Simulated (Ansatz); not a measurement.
Here is an unrelaxed guess for MoS.

```cif
data_structure
_symmetry_space_group_name_H-M 'P 1'
_symmetry_Int_Tables_number 1
_cell_length_a 3.7101
_cell_length_b 3.7101
_cell_length_c 3.7101
_cell_angle_alpha 60.000
_cell_angle_beta 60.000
_cell_angle_gamma 60.000
_cell_volume 36.11
loop_
_atom_site_label
_atom_site_type_symbol
_atom_site_fract_x
_atom_site_fract_y
_atom_site_fract_z
_atom_site_occupancy
Mo1 Mo 0.50000 0.50000 0.50000 1
S1 S 0.00000 0.00000 0.00000 1
```

The calculation used Ansatz 0.2.0, DFT PBE, scalar-relativistic, plane waves, PAW. Cutoff 420 eV; k points 6×6×6 on the computed 2-atom cell (Γ-centred); Gaussian smearing, width 0.10 eV; collinear spin from starting moments 1.0 0.0 μB.

The zero of energy is the elements' standard structures at the same level; no fitted shifts are applied.

Problem. What does a single point on this coarse mesh give?

Solution. The pressure is -19.2 GPa (it wants to contract), the largest force is 0.00 eV/Å (symmetry fixes the atoms), and the energy is +0.40 eV/atom against the elements. The shortest distance is 2.62 Å.

Problem. Is it a good guess?

Solution. A fair one: relaxing gains about 0.20 eV/atom (the start's value is from the coarse mesh, so the gain is rough) in 8 ionic steps and ends at +0.21 eV/atom on the finer mesh. The symmetry stays Fm-3m (No. 225). The end has the rock salt type. The volume per atom shrinks by 15.7 %, from 18.1 to 15.2 Å³. The shortest distance goes from 2.62 Å (Mo–S) to 2.48 Å (Mo–S). Conventional cell: a = 4.956 Å. Around Mo lie 6 S at 2.48 Å; around S lie 6 Mo at 2.48 Å.

The last run used collinear spin, a 20×20×20 mesh for its 2-atom cell and Gaussian smearing of 0.10 eV. The reference form of S is held partly by dispersion forces, which this level lacks. The relaxation can't lower the symmetry of the start, and the grade says only how near the guess is to its own end. A structure relaxed within its symmetry needn't be a true minimum. Another cell of MoS relaxed alike but without spin, in P-6m2, lies 0.46 eV/atom lower, so this cell isn't the stable form at this level.
